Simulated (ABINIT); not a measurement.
# MoS2 in ABINIT: band structure with PBEsol

Aim: the band structure of MoS2 with PBEsol.

Program: ABINIT 10.8.3 (patched build). These are calculated values, not measurements. Logs are shortened: lines on timing, memory, paths and dates and some standing lists are left out, and cuts for length are marked. The log counts tension as positive stress, the text compression.

### Step 1. The structure

The cell holds a slab with vacuum, 6 atoms: a = 3.185 Å, b = 3.185 Å, c = 21.671 Å, α = 90.00°, β = 90.00°, γ = 120.00°.

### Step 2. Band structure, PBEsol

Input file run.abi:

```
# Datasets: ground state, then fixed potential
ndtset 2

# Pseudopotentials
pp_dirpath "./"
pseudos "Mo.GGA_PBE-JTH.xml, S.GGA_PBE-JTH.xml"

# Structure
acell 3*1.0
rprim
     6.0179111844     0.0000000000     0.0000000000
    -3.0089555922     5.2116639634     0.0000000000
     0.0000000000     0.0000000000    40.9513755950
ntypat 2
znucl 42 16
natom 6
typat 1 1 2 2 2 2
xcart
    -0.0000000002     1.8385958670    18.4450973165
     1.5922707282     0.9192979333     3.2254374035
     1.5922707282     0.9192979333    16.8948990826
    -0.0000000002     1.8385958670     1.6740704777
     1.5922707282     0.9192979333    19.9964642423
    -0.0000000002     1.8385958670     4.7756356374 Angstrom

# Plane-wave basis
ecut 20.0
pawecutdg 40.0
pawxcdev 0

# Exchange and correlation
ixc -116133

# Bands and occupations
occopt 3
tsmear 0.00183747

# SCF cycle
nstep 100

# Output
iomode 3
prtwf 0
prteig 0
prtebands 0
prtden1 1

# Dataset 1
kptopt1 1
ngkpt1 10 10 2
nshiftk1 1
shiftk1 0.0 0.0 0.0
nband1 32
tolvrs1 1.0e-9

# Dataset 2: bands along G-M-K-G-A-L-H-A
iscf2 -2
getden2 1
nband2 38
nbdbuf2 4
tolwfr2 1.0e-11
kptopt2 -7
ndivsm2 6
prteig2 1
kptbounds2
     0.0000000000     0.0000000000     0.0000000000
     0.5000000000     0.0000000000     0.0000000000
     0.3333333333     0.3333333333     0.0000000000
     0.0000000000     0.0000000000     0.0000000000
     0.0000000000     0.0000000000     0.5000000000
     0.5000000000     0.0000000000     0.5000000000
     0.3333333333     0.3333333333     0.5000000000
     0.0000000000     0.0000000000     0.5000000000
```

Potentials or basis: JTH PAW PBE v2.0.

Run with:

```sh
> abinit run.abi > log 2>&1
```

run.abo:

```text
.Version 10.8.3 of ABINIT
 DATASET    1 : space group P-3 m 1 (#164); Bravais hP (primitive hexag.)
================================================================================
 Values of the parameters that define the memory need for DATASET  1.
     intxc =       0    ionmov =       0      iscf =      17    lmnmax =      18
     lnmax =       6     mgfft =     180  mpssoang =       3    mqgrid =   11660
     natom =       6  nloc_mem =       2    nspden =       1   nspinor =       1
    nsppol =       1      nsym =      12    n1xccc =       1    ntypat =       2
    occopt =       3   xclevel =       2
       mpw =        5548          nfft =      131220          nkpt =          28
 PAW method is used; the additional fine FFT grid is defined by:
   mgfftf=       240    nfftf =    311040
================================================================================
================================================================================

 DATASET    2 : space group P-3 m 1 (#164); Bravais hP (primitive hexag.)
================================================================================
 Values of the parameters that define the memory need for DATASET  2.
     intxc =       0    ionmov =       0      iscf =      -2    lmnmax =      18
     lnmax =       6     mgfft =     180  mpssoang =       3    mqgrid =   11660
     natom =       6  nloc_mem =       2    nspden =       1   nspinor =       1
    nsppol =       1      nsym =      12    n1xccc =       1    ntypat =       2
    occopt =       3   xclevel =       2
       mpw =        5568          nfft =      131220          nkpt =         263
 PAW method is used; the additional fine FFT grid is defined by:
   mgfftf=       240    nfftf =    311040
================================================================================
================================================================================

--------------------------------------------------------------------------------
------------- Echo of variables that govern the present computation ------------
--------------------------------------------------------------------------------
 -outvars: echo values of preprocessed input variables --------
            acell      1.0000000000E+00  1.0000000000E+00  1.0000000000E+00 Bohr
              amu      9.59400000E+01  3.20660000E+01
             ecut      2.00000000E+01 Hartree
           getden1          0
           getden2          1
             iscf1         17
             iscf2         -2
                       outvar_i_n : Printing only first  50 k-points.
              ixc     -116133
           jdtset        1    2
                       outvar_i_n : Printing only first  50 k-points.
[... 3810 lines left out ...]

 ----iterations are completed or convergence reached----

 Mean square residual over all n,k,spin=   58.978E-13; max=  99.957E-13
 reduced coordinates (array xred) for    6 atoms
       0.333333333669      0.666666667003      0.851160230577
       0.666666667003      0.333333333670      0.148839770101
       0.666666667003      0.333333333670      0.779625390529
       0.333333333669      0.666666667003      0.077251000054
       0.666666667003      0.333333333670      0.922749000624
       0.333333333669      0.666666667003      0.220374610149

 cartesian coordinates (angstrom) at end:
    1      0.00000000053442     1.83859586655745    18.44509731650000
    2      1.59227072746558     0.91929793374255     3.22543740350000
    3      1.59227072746558     0.91929793374255    16.89489908260000
    4      0.00000000053442     1.83859586655745     1.67407047770000
    5      1.59227072746558     0.91929793374255    19.99646424230000
    6      0.00000000053442     1.83859586655745     4.77563563740000
 length scales=  1.000000000000  1.000000000000  1.000000000000 bohr
              =  0.529177210544  0.529177210544  0.529177210544 angstroms
 Eigenvalues (hartree) for nkpt= 263  k points:
 kpt#   1, nband= 38, wtk=  1.00000, kpt=  0.0000  0.0000  0.0000 (reduced coord)
  -2.17268   -2.17268   -1.22330   -1.22330   -1.21560   -1.21560   -1.21560   -1.21560
  -0.45928   -0.45666   -0.41006   -0.40558   -0.15385   -0.14114   -0.03728   -0.03728
  -0.03717   -0.03717   -0.01821    0.00420    0.00420    0.00460    0.00460    0.01196
   0.05641    0.07479    0.16250    0.16250    0.16277    0.16277    0.17246    0.17246
   0.17408    0.17408    0.26065    0.27298    0.28389    0.29080
 kpt#   2, nband= 38, wtk=  1.00000, kpt=  0.0106  0.0000  0.0000 (reduced coord)
  -2.17268   -2.17268   -1.22329   -1.22329   -1.21561   -1.21561   -1.21560   -1.21560
  -0.45922   -0.45660   -0.41004   -0.40556   -0.15378   -0.14107   -0.03742   -0.03731
  -0.03721   -0.03710   -0.01852    0.00326    0.00409    0.00450    0.00483    0.01279
   0.05640    0.07472    0.16239    0.16261    0.16266    0.16289    0.17230    0.17238
   0.17385    0.17400    0.26077    0.27314    0.28418    0.29105
 kpt#   3, nband= 38, wtk=  1.00000, kpt=  0.0213  0.0000  0.0000 (reduced coord)
  -2.17268   -2.17268   -1.22328   -1.22328   -1.21566   -1.21566   -1.21561   -1.21561
  -0.45903   -0.45641   -0.40996   -0.40549   -0.15356   -0.14086   -0.03786   -0.03775
  -0.03701   -0.03690   -0.01940    0.00113    0.00378    0.00418    0.00548    0.01463
   0.05636    0.07453    0.16210    0.16233    0.16295    0.16326    0.17184    0.17215
[... 1547 lines left out ...]
   0.05636    0.07453    0.16211    0.16230    0.16297    0.16325    0.17184    0.17214
   0.17320    0.17378    0.26163    0.27189    0.28795    0.29023
 kpt# 262, nband= 38, wtk=  1.00000, kpt=  0.0062  0.0062  0.5000 (reduced coord)
  -2.17268   -2.17268   -1.22329   -1.22329   -1.21561   -1.21561   -1.21560   -1.21560
  -0.45922   -0.45660   -0.41004   -0.40556   -0.15378   -0.14107   -0.03743   -0.03731
  -0.03721   -0.03710   -0.01852    0.00325    0.00409    0.00450    0.00483    0.01280
   0.05640    0.07472    0.16240    0.16259    0.16267    0.16289    0.17230    0.17238
   0.17385    0.17400    0.26132    0.27133    0.28706    0.28953
 kpt# 263, nband= 38, wtk=  1.00000, kpt=  0.0000  0.0000  0.5000 (reduced coord)
  -2.17268   -2.17268   -1.22330   -1.22330   -1.21560   -1.21560   -1.21560   -1.21560
  -0.45928   -0.45666   -0.41006   -0.40558   -0.15385   -0.14115   -0.03728   -0.03728
  -0.03717   -0.03717   -0.01821    0.00420    0.00420    0.00460    0.00460    0.01196
   0.05641    0.07479    0.16249    0.16249    0.16277    0.16277    0.17246    0.17246
   0.17407    0.17407    0.26121    0.27114    0.28676    0.28930

== END DATASET(S) ==============================================================
================================================================================

 -outvars: echo values of variables after computation  --------
            acell      1.0000000000E+00  1.0000000000E+00  1.0000000000E+00 Bohr
           etotal1    -1.7910943920E+02
            fcart1     1.7897540463E-28  3.4443832681E-28  5.8160152974E-05
                      -8.9487702316E-29 -1.7221916340E-29 -5.8160152974E-05
                       5.3692621389E-28  6.5443282093E-28  2.0009163565E-03
                      -2.6846310695E-28 -5.3387940655E-28  1.7506601148E-03
                       1.7897540463E-28 -4.8221365753E-28 -1.7506601148E-03
                      -5.3692621389E-28  3.4443832681E-29 -2.0009163565E-03
            rprim      6.0179111844E+00  0.0000000000E+00  0.0000000000E+00
                      -3.0089555922E+00  5.2116639634E+00  0.0
```

Run time: 34 min. Hardware: 1 thread of Arm Neoverse V1, shared host; peak memory 1.1 GiB.

Results:

```yaml
Free_energy: -4873.8161 eV
Largest_force: 0.103 eV/Å
Band_gap_on_the_k_mesh: 1.39 eV, indirect (least direct gap 1.89 eV)
Band_gap_along_the_path: 1.25 eV, indirect (least direct gap 1.64 eV)
Valence_electrons_inside_the_program's_atomic_spheres: Mo 11.28; S 3.58, 3.57
```

Forces on the atoms (eV/Å):
```
Mo   0.000  0.000  0.003
Mo   0.000  0.000 -0.003
S    0.000  0.000  0.103
S    0.000  0.000  0.090
S    0.000  0.000 -0.090
S    0.000  0.000 -0.103
```

Levels at the corners of the path, in eV from the valence-band top:
| point | band 23 | band 24 | band 25 | band 26 | band 27 | band 28 | band 29 | band 30 |
| --- | --- | --- | --- | --- | --- | --- | --- | --- |
| Γ | -1.91 | -1.71 | -0.50 | 0.00 | 2.39 | 2.39 | 2.39 | 2.39 |
| M | -1.40 | -1.35 | -1.05 | -1.01 | 1.85 | 1.86 | 2.34 | 2.42 |
| K | -2.47 | -2.47 | -0.44 | -0.39 | 1.25 | 1.25 | 2.51 | 2.88 |
| Γ | -1.91 | -1.71 | -0.50 | 0.00 | 2.39 | 2.39 | 2.39 | 2.39 |
| A | -1.91 | -1.71 | -0.50 | 0.00 | 2.39 | 2.39 | 2.39 | 2.39 |
| L | -1.40 | -1.35 | -1.05 | -1.01 | 1.85 | 1.86 | 2.34 | 2.42 |
| H | -2.47 | -2.47 | -0.44 | -0.39 | 1.25 | 1.25 | 2.51 | 2.88 |
| A | -1.91 | -1.71 | -0.50 | 0.00 | 2.39 | 2.39 | 2.39 | 2.39 |

Caveat: the PAW data sets were made with another functional, which shifts forces and pressure a little.
